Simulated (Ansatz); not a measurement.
The parent structure is Li2O in the anti-fluorite structure (space group Fm-3m, No. 225; a = 4.5727 Å). Axes: x, y, z lie along the cube axes.

Computed with r2SCAN (Ansatz, a program for electronic structure, PAW, no spin-orbit coupling).

For the base:

```
Quantity               Value
-------------------  -------
Smallest direct gap  6.20 eV
```

Now apply this change: tensor shear ε_yz = −2.16 % (engineering shear γ = -0.0432), atoms relaxed at fixed cell.

How does this affect the energy relative to the base?

The energy rises by 3.0 meV/atom.

Predict the new smallest direct gap.

The smallest direct gap drops by 0.085 eV (6.20 eV → 6.12 eV).

The cells carry an imposed strain or load. No phonon test of stability was made.
